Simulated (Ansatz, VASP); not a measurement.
**Au: VASP beside Ansatz**

Contents of INCAR:

```
SYSTEM = Au
  PREC = Accurate
  ENCUT = 520
  EDIFF = 1E-7
  ISMEAR = 0
  SIGMA = 0.15
  LREAL = .FALSE.
  LASPH = .TRUE.
  NELM = 60
  ALGO = Normal
  ISIF = 2
  LWAVE = .FALSE.
  LCHARG = .FALSE.
  GGA = PS
  NBANDS = 12
```

Contents of KPOINTS:

```
Automatic mesh
0
G
  20 20 20
  0 0 0
```

Contents of POSCAR:

```
Au
1.0
    0.0000000000      2.1477750000      1.9943625000
    2.1477750000      0.0000000000      1.9943625000
    2.1477750000      2.1477750000      0.0000000000
Au
1
Direct
    0.0000000000      0.0000000000      0.0000000000
```

Input for Ansatz:

```yaml
crystal:
  lattice:
    - [0.0, 2.147775, 1.9943625]
    - [2.147775, 0.0, 1.9943625]
    - [2.147775, 2.147775, 0.0]
  atoms:
    - { symbol: Au, position: [0.0, 0.0, 0.0] }
basis:
  ecutwfc: 420
kpoints:
  mp_grid: { grid: [20, 20, 20] }
hamiltonian:
  xc: pbesol
scf:
  occupations: { method: gaussian, width: 0.15 }
output:
  forces: true
  stress: true
  eigenvalues: true
  write_density: true
  write_potential: true
  elf: true
  volumetric_format: npy
```

Change from the starting cell: strain +0.050 along x and y, -0.025 along z, atoms carried along.

Alike in both runs: task single point; functional PBEsol; k mesh 20 × 20 × 20; occupations gaussian, width 0.15 eV; no spin polarisation.

```csv
,VASP,Ansatz
version,VASP 6.6.1,Ansatz 0.2.0
potentials or method,"VASP PAW PBE potentials, release 64 (Au)","scalar-relativistic, plane waves, PAW"
plane-wave cutoff (eV),520,420
valence electrons in the cell,11,19
```

Ansatz gave:

* gap on the k mesh at the Fermi level (eV): none
* pressure (GPa): -10.7
* largest component of the traceless stress (GPa): 0.79

Problem. What did VASP give for the same quantities?

Solution. gap on the k mesh at the Fermi level (eV): none; pressure (GPa): -10.9; largest component of the traceless stress (GPa): 0.79.

A gap of «none» marks a metal or a gap that the smearing closes. The two sets of potentials don't hold the same shells in valence.

Caveats: the PAW data sets were made with another functional, which shifts forces and pressure a little (VASP). The runs have no spin-orbit coupling, so splittings on Au are missing.
